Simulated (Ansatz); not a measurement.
# A defect in a wire: Pt wire along [110], 2 atoms a period, NO placed on top of one Pt, part 2 of 3

What does the defect do to the conductance?

Ansatz 0.2.0; DFT PBE, plane waves, PAW; relaxation of a wire's period (the session's first sound run).

So far, conductance of the lead as this run defines it (G₀): step 3 (the perfect wire) 6.84.

## 4. Relaxing the junction

This step: DFT PBE, plane waves, PAW; relaxation of a junction in a wire, ends held (Ansatz 0.2.0).

System of this step: Pt wire along [110], 2 atoms a period, NO placed on top of one Pt. The cell holds 20 atoms: 18 Pt, 1 N and 1 O. Its edges and angles: a = 8.785 Å, b = 8.204 Å, c = 22.325 Å, α = 90.0°, β = 90.0°, γ = 90.0°. Regions: held atoms, 12 atoms (12 Pt); free atoms, 8 atoms (6 Pt, 1 N and 1 O). Vacuum lies along a and b. The structure's axis is c.

8 atoms at the defect are free to relax, while 12 stay where the perfect wire has them, so that the ends still repeat as a lead.

The input, input.yaml:

```yaml
crystal:
  lattice:
    - [8.785, 0.0, 0.0]
    - [0.0, 8.204, 0.0]
    - [0.0, 0.0, 22.324892856]
  atoms:
    - { symbol: Pt, position: [0.391542048, 0.418335964, 0.0] }
    - { symbol: Pt, position: [0.608457952, 0.581616127, 0.055555556] }
    - { symbol: Pt, position: [0.391542048, 0.418335964, 0.111111111] }
    - { symbol: Pt, position: [0.608457952, 0.581616127, 0.166666667] }
    - { symbol: Pt, position: [0.391542048, 0.418335964, 0.222222222] }
    - { symbol: Pt, position: [0.608457952, 0.581616127, 0.277777778] }
    - { symbol: Pt, position: [0.391542048, 0.418335964, 0.333333333] }
    - { symbol: Pt, position: [0.608457952, 0.581616127, 0.388888889] }
    - { symbol: Pt, position: [0.391542048, 0.418335964, 0.444444444] }
    - { symbol: Pt, position: [0.608457952, 0.581616127, 0.5] }
    - { symbol: Pt, position: [0.391542048, 0.418335964, 0.555555556] }
    - { symbol: Pt, position: [0.608457952, 0.581616127, 0.611111111] }
    - { symbol: Pt, position: [0.391542048, 0.418335964, 0.666666667] }
    - { symbol: Pt, position: [0.608457952, 0.581616127, 0.722222222] }
    - { symbol: Pt, position: [0.391542048, 0.418335964, 0.777777778] }
    - { symbol: Pt, position: [0.608457952, 0.581616127, 0.833333333] }
    - { symbol: Pt, position: [0.391542048, 0.418335964, 0.888888889] }
    - { symbol: Pt, position: [0.608457952, 0.581616127, 0.944444444] }
    - { symbol: "N", position: [0.800866112, 0.727263606, 0.5], spin: 0.4 }
    - { symbol: O, position: [0.90961855, 0.809586094, 0.5], spin: 0.4 }
magnetization:
  spin_polarized: true
kpoints:
  mp_grid: { grid: [1, 1, 2] }
scf:
  occupations: { method: fermi_dirac, width: 0.1 }
hamiltonian:
  xc: pbe
relax:
  constraints: [{ sites: [0, 1, 2, 3, 4, 5, 12, 13, 14, 15, 16, 17] }]
  f_tol: 0.04
  max_steps: 35
```

Started as:

```
> ansatz run input.yaml --threads 16 --pin off --max-ram 61440MiB --backend cuda --events-out ev --progress --plain --runs-dir out --max-vram 78GiB
```

Numbers of over 12 decimals in the logs are rounded to 6 here.

The log of the run:

```text
Warning: crystal.symmetry: narrowed to the stabiliser of the relax constraints — unitary ops 2 → 1; lowered at sites 6, 12 (the operations that carried what is held of a site onto what its image site leaves free; the constrained walk keeps no symmetry that its constraints do not admit)
[...]
Crystal: 20 atoms, lattice volume = 1609.003 Å³
Basis set: ecut = 420 eV, 31477 PW (Γ), exchange–correlation on 120×120×300 points (8 copies of the dense FFT grid, shifted against one another)
Bands: 202, of which v1, the nominal top of the filled ones, is band 168 counted from 1 (167 counted from 0)
Symmetry: 1 space group operations
k-points: 2
[...]
Starting moments: Σ|m| = 0.8 μB on 2 of 20 sites
[...]
SCF iter   1: F=—  HF=-226352.463495 eV  |F-HF|=—  |Δ(HF+E_count)|=         —  Δρ=3.50e-2 (↑3.50e-2 ↓3.25e-2)  dr2=6.05e2  dr2_m=1.56e-1  M=0.087 μB ∫|m|=0.273 μB  β_m=0.30  ethr=3.10e-3  ⟨swp⟩=8.0  Hψ=3311  notcnv=0  defer=1
[...]
SCF iter   2: F=—  HF=-226341.388000 eV  |F-HF|=—  |Δ(HF+E_count)|=    1.11e1  Δρ=2.27e-2 (↑2.27e-2 ↓2.08e-2)  dr2=5.90e1  dr2_m=1.22e-1  M=0.016 μB ∫|m|=0.094 μB  β_m=0.20  ethr=3.10e-3  ⟨swp⟩=4.0  Hψ=2062  notcnv=0  defer=46
[...]
SCF iter  48: F=-226329.951004 eV  HF=-226329.951004 eV  |F-HF|=8.96e-7  |Δ(HF+E_count)|=   1.02e-8  Δρ=3.75e-6 (↑3.75e-6 ↓3.57e-6)  dr2=1.04e-6  dr2_m=1.01e-7  M=-0.001 μB ∫|m|=0.003 μB  ethr=5.89e-10  ⟨swp⟩=2.0  Hψ=1424  notcnv=0
[...]
SCF 1 converged in 48 iterations: F = -226329.951004 eV  dr2 = 1.04e-6
[...]
SCF 3 converged in 24 iterations: F = -226330.115997 eV  dr2 = 7.76e-5
[...]
SCF 5 converged in 19 iterations: F = -226330.847349 eV  dr2 = 9.68e-6
[...]
SCF 7 converged in 22 iterations: F = -226331.214829 eV  dr2 = 3.53e-6
[...]
SCF 9 converged in 26 iterations: F = -226331.547976 eV  dr2 = 3.03e-6
[...]
SCF 11 converged in 28 iterations: F = -226331.592473 eV  dr2 = 1.25e-6
[...]
SCF 13 converged in 28 iterations: F = -226331.630529 eV  dr2 = 9.38e-7
[...]
SCF 15 converged in 38 iterations: F = -226331.638296 eV  dr2 = 1.41e-9
[...]
SCF 17 converged in 20 iterations: F = -226331.645824 eV  dr2 = 3.12e-6
[...]
SCF 19 converged in 34 iterations: F = -226331.648536 eV  dr2 = 8.09e-9
[...]
SCF 21 converged in 33 iterations: F = -226331.648484 eV  dr2 = 3.04e-8
[...]
SCF converged after 33 iterations
Magnetization: -0.0000 μB (167.5000 up, 167.5000 down)
Absolute magnetization: 0.0001 μB (∫|ρ↑−ρ↓|, with the PAW one-centre terms)
[...]
Per-site moments (μB) at R_I (Å): [(-1.455822160409173e-6, 1.023224), (-9.421201910793563e-7, 1.023224), (-1.873853763362741e-6, 1.023224), (-6.815436603321016e-7, 1.023224), (-4.5239347326983573e-7, 1.023224), (1.360146693657669e-6, 1.023224), (-2.083697305842383e-7, 1.046291), (1.92578586003482e-6, 1.032922), (2.6854639760503355e-6, 1.023635), (8.965301598372461e-7, 0.737887), (1.1363004961143591e-6, 1.023635), (1.3390572301936077e-6, 1.040698), (1.6083615535122343e-7, 1.023224), (-1.7975271870516641e-6, 1.023224), (7.423763024010449e-7, 1.023224), ( [...]
Free energy (F): -226331.648484 eV
[...]
Internal energy: -226330.543441 eV  (E = F + TS)
E sigma→0 (E₀):  -226331.095963 eV
Entropy (-TS):   -1.105043 eV (-55.252 meV/atom)
Fermi energy:    -0.595312 eV
[...]
--- Forces (eV/Å), atoms counted from 1 ---
  atom   1  Pt     0.06965144    -0.04234653     0.07757624
  atom   2  Pt    -0.05420644    -0.01207708     0.05312237
  atom   3  Pt    -0.04448561     0.20049530     0.04523180
  atom   4  Pt    -0.09669804    -0.37375854     0.15846432
  atom   5  Pt     0.36147115     0.06738005     0.56876092
  atom   6  Pt    -0.14396744     0.15813995    -0.16573155
  atom   7  Pt    -0.00396616     0.00957622    -0.01092050
  atom   8  Pt     0.00453365    -0.00350023    -0.01724772
  atom   9  Pt    -0.02303665     0.00003690     0.01269303
  atom  10  Pt    -0.00504286     0.01588877     0.01285648
  atom  11  Pt     0.00814367    -0.02574422    -0.01494594
  atom  12  Pt     0.00544776     0.00972213     0.00658903
  atom  13  Pt     0.01538737    -0.22321362    -0.40735070
  atom  14  Pt    -0.21753684     0.09828627    -0.03881248
  atom  15  Pt     0.18455630     0.28133691    -0.02679183
  atom  16  Pt     0.00601764    -0.32630157    -0.14632329
  atom  17  Pt    -0.01681645     0.09946254    -0.01051226
  atom  18  Pt    -0.05733972     0.06830812    -0.10288508
  atom  19  N      0.01271697    -0.00870735     0.01315268
  atom  20  O     -0.00486746     0.00698174    -0.00690320
  max |Σ_I F_I| component: 3.77e-5 eV/Å
--- Relaxed structure (21 steps of the walk, 18 accepted, 0 SCFs on fresh bases) ---
  F+E_penalty+E_count = -226331.64848432 eV   max|allowed force component| = 2.574e-2 eV/Å
  atoms:
    - { symbol: Pt, position: [0.391542048, 0.418335964, 0.0] }
    - { symbol: Pt, position: [0.608457952, 0.581616, 0.055556] }
    - { symbol: Pt, position: [0.391542048, 0.418335964, 0.111111] }
    - { symbol: Pt, position: [0.608457952, 0.581616, 0.166667] }
    - { symbol: Pt, position: [0.391542048, 0.418335964, 0.222222] }
    - { symbol: Pt, position: [0.608457952, 0.581616, 0.277778] }
    - { symbol: Pt, position: [0.367045, 0.475166, 0.335749] }
    - { symbol: Pt, position: [0.632266, 0.460686, 0.380336] }
    - { symbol: Pt, position: [0.396342, 0.411976, 0.449018] }
    - { symbol: Pt, position: [0.641808, 0.543832, 0.495235] }
    - { symbol: Pt, position: [0.388950, 0.497740, 0.555572] }
    - { symbol: Pt, position: [0.642146, 0.491284, 0.615016] }
    - { symbol: Pt, position: [0.391542048, 0.418335964, 0.666667] }
    - { symbol: Pt, position: [0.608457952, 0.581616, 0.722222] }
    - { symbol: Pt, position: [0.391542048, 0.418335964, 0.777778] }
    - { symbol: Pt, position: [0.608457952, 0.581616, 0.833333] }
    - { symbol: Pt, position: [0.391542048, 0.418335964, 0.888889] }
    - { symbol: Pt, position: [0.608457952, 0.581616, 0.944444] }
    - { symbol: N, position: [0.808463, 0.669050, 0.493757] }
    - { symbol: O, position: [0.878825, 0.788593, 0.491587] }
```

It took 51 s on 1 × NVIDIA GB200 with 16 threads of Arm Neoverse V2, shared host; peak memory 1.5 GiB; 2.4 min of CPU time.

The steps of the relaxation:

```csv
step,energy less that of the first step (eV),largest force component (eV/Å)
1,0.0000,2.0974
2,-0.6714,2.0484
3,-0.1650,6.8340
4,-0.8274,0.8996
5,-0.8963,0.7138
6,-1.0435,0.5259
7,-1.2638,0.8809
8,-1.5190,0.5026
9,-1.5970,0.3815
10,-1.6528,0.2462
11,-1.6415,0.5540
12,-1.6705,0.1449
13,-1.6795,0.2202
14,-1.6442,1.3053
15,-1.6873,0.2248
16,-1.6937,0.2853
17,-1.6948,0.0717
18,-1.6961,0.1540
19,-1.6975,0.0433
20,-1.6975,0.0427
21,-1.6975,0.0257
```

Relaxation steps 3, 11, 14 were tried and not accepted.

The atoms that moved most (Å):

```csv
atom,dx,dy,dz,length
Pt8,0.209,-0.992,-0.191,1.032
Pt12,0.296,-0.741,0.087,0.803
Pt11,-0.023,0.651,0.000,0.652
Pt7,-0.215,0.466,0.054,0.516
N19,0.067,-0.478,-0.139,0.502
Pt10,0.293,-0.310,-0.106,0.440
O20,-0.271,-0.172,-0.188,0.372
Pt9,0.042,-0.052,0.102,0.122
```

Final coordinates:

```
Pt N O
1.0
     8.78500    0.00000    0.00000
     0.00000    8.20400    0.00000
     0.00000    0.00000   22.32489
Pt N O
18 1 1
Direct
  0.39154 0.41834 0.00000
  0.60846 0.58162 0.05556
  0.39154 0.41834 0.11111
  0.60846 0.58162 0.16667
  0.39154 0.41834 0.22222
  0.60846 0.58162 0.27778
  0.36705 0.47517 0.33575
  0.63227 0.46069 0.38034
  0.39634 0.41198 0.44902
  0.64181 0.54383 0.49524
  0.38895 0.49774 0.55557
  0.64215 0.49128 0.61502
  0.39154 0.41834 0.66667
  0.60846 0.58162 0.72222
  0.39154 0.41834 0.77778
  0.60846 0.58162 0.83333
  0.39154 0.41834 0.88889
  0.60846 0.58162 0.94444
  0.80846 0.66905 0.49376
  0.87883 0.78859 0.49159
```

Numbers from this step:

| Property | Result |
| --- | --- |
| energy at zero smearing | -226331.0960 eV |

The largest force component on a free atom ends at 0.026 eV/Å, under the limit of 0.04. N ends nearest to O at 1.16 Å and Pt at 1.79 Å. 4 atoms of the wire itself, hydrogen apart, moved by over 0.45 Å, up to 1.03 Å.

## 5. Transmission

This step: DFT PBE, plane waves, PAW; transmission of a junction in a wire (Ansatz 0.2.0).

The cell is now read as a scatterer between two semi-infinite leads, named by two sites one period apart. The scattering states in its self-consistent potential are matched to the leads' states at each energy. One point across is taken; the program will flag that the box is too narrow for that.

The input, input.yaml:

```yaml
crystal:
  lattice:
    - [8.785, 0.0, 0.0]
    - [0.0, 8.204, 0.0]
    - [0.0, 0.0, 22.324892856]
  atoms:
    - { symbol: Pt, position: [0.391542048, 0.418335964, 0.0] }
    - { symbol: Pt, position: [0.608457952, 0.581616127, 0.055555556] }
    - { symbol: Pt, position: [0.391542048, 0.418335964, 0.111111111] }
    - { symbol: Pt, position: [0.608457952, 0.581616127, 0.166666667] }
    - { symbol: Pt, position: [0.391542048, 0.418335964, 0.222222222] }
    - { symbol: Pt, position: [0.608457952, 0.581616127, 0.277777778] }
    - { symbol: Pt, position: [0.3670450416, 0.4751662135, 0.3357494744] }
    - { symbol: Pt, position: [0.6322658297, 0.4606861842, 0.3803358543] }
    - { symbol: Pt, position: [0.3963423074, 0.4119764729, 0.4490180105] }
    - { symbol: Pt, position: [0.641808127, 0.5438324689, 0.4952354397] }
    - { symbol: Pt, position: [0.3889499786, 0.4977396764, 0.5555724173] }
    - { symbol: Pt, position: [0.6421464827, 0.491284052, 0.6150156404] }
    - { symbol: Pt, position: [0.391542048, 0.418335964, 0.666666667] }
    - { symbol: Pt, position: [0.608457952, 0.581616127, 0.722222222] }
    - { symbol: Pt, position: [0.391542048, 0.418335964, 0.777777778] }
    - { symbol: Pt, position: [0.608457952, 0.581616127, 0.833333333] }
    - { symbol: Pt, position: [0.391542048, 0.418335964, 0.888888889] }
    - { symbol: Pt, position: [0.608457952, 0.581616127, 0.944444444] }
    - { symbol: "N", position: [0.8084625468, 0.6690498009, 0.4937568519] }
    - { symbol: O, position: [0.8788253976, 0.7885931688, 0.4915866867] }
kpoints:
  mp_grid: { grid: [1, 1, 4] }
scf:
  occupations: { method: fermi_dirac, width: 0.05 }
hamiltonian:
  xc: pbe
output:
  transmission:
    e_range: [-1.5, 1.5]
    de: 0.035
    kmesh: [1, 1]
    reduced_basis: true
    leads: [[16, 0]]
  dos: { projected: true, e_range: [-4, 3] }
  write_potential: true
  write_density: true
  volumetric_format: npy
  elf: true
```

The log of the run:

```text
[...]
Crystal: 20 atoms, lattice volume = 1609.003 Å³
Basis set: ecut = 420 eV, 31477 PW (Γ)
Bands: 201, of which v1, the nominal top of the filled ones, is band 168 counted from 1 (167 counted from 0)
Symmetry: 1 space group operations
[...]
k-points: 3 of 4 (time reversal used)
[...]
SCF iter   1: F=—  HF=-226331.690808 eV  |F-HF|=—  |Δ(HF+E_count)|=         —  Δρ=1.24e-2  dr2=6.79e0  ethr=1.77e-3  ⟨swp⟩=6.0  Hψ=2189  notcnv=0  defer=32
[...]
SCF iter   6: F=—  HF=-226331.219193 eV  |F-HF|=—  |Δ(HF+E_count)|=   3.60e-3  Δρ=1.90e-4  dr2=1.21e-3  ethr=1.53e-6  ⟨swp⟩=2.0  Hψ=777  notcnv=0  defer=48
[...]
SCF iter  11: F=—  HF=-226331.216413 eV  |F-HF|=—  |Δ(HF+E_count)|=   7.74e-8  Δρ=3.80e-6  dr2=5.49e-7  ethr=7.39e-10  ⟨swp⟩=2.0  Hψ=719  notcnv=0  defer=48
[...]
SCF iter  13: F=-226331.216413 eV  HF=-226331.216413 eV  |F-HF|=1.71e-8  |Δ(HF+E_count)|=   1.62e-8  Δρ=7.89e-7  dr2=2.18e-8  ethr=2.99e-11  ⟨swp⟩=16.0  Hψ=1798  notcnv=0
SCF 1 converged in 13 iterations: F = -226331.216413 eV  dr2 = 2.18e-8
[...]
transmission: 6 of 52 steps passed
transmission: 11 of 52 steps passed
[...]
transmission: 52 of 52 steps passed
[...]
SCF converged after 13 iterations
[...]
--- Transmission ---
  basis      : 635 plane waves across, 52 finite elements along
  points     : 1, standing for a mesh of 1 x 1
  on the GPU : 1 of these points
  unconverged: the k-mesh may be too coarse, since an axis without vacuum has one point: set a kmesh with more there, and mesh_tolerance
[...]
crystal 0  : Pt2, at the sites [16, 0], period 2.4805 Å, over 14.88 Å; its Hamiltonian steps by up to 34.4 meV: too much for a lead, lay more layers or, if its atoms are ordered, name the step of that order
[...]
filled         : 23.4 meV over the level at which it is neutral
    channels       : 7.000000e0 a spin
[...]
junction   : crystal 0 to crystal 0, 0.62 to 20.46 Å
    transmission   : 2.434775e0 a spin
    conductance    : 2.5486e14 S/m² at 300 K (2.5499e14 on every other energy)
    error estimate : 0.0 % from the energy spacing and 0.1 % from band edges of the leads and from resonances (wavevectors taken as independent; lower de), 7.0 % from the steps of its leads' Hamiltonians or their offsets (lay more layers), 1.4 % from the distance to neutral
    resistance     : 2.5067e-3 Ω µm² beyond half of each lead's own
```

Wall time 36 s (1 × NVIDIA GB200 with 16 threads); peak memory 6.2 GiB; 6.3 min of CPU time.

Numbers from this step:

* energy at zero smearing: -226331.0713 eV
* transmission at the energy nearest the Fermi level, one spin: 2.435
* step of the lead's Hamiltonian: 34.4 meV
* conductance of the junction: 2.371 G₀

(Continued in part 3 of 3.)

[Logs are printed without paths, hosts, clocks, repeated set-up lines and the standing remarks that a program may print on its own settings, such as how far it seeks lower states.]

[Hosts, paths, dates, database ids (printed as entryN), source tags and the programs' standing remarks are cut or masked in the printed files.]
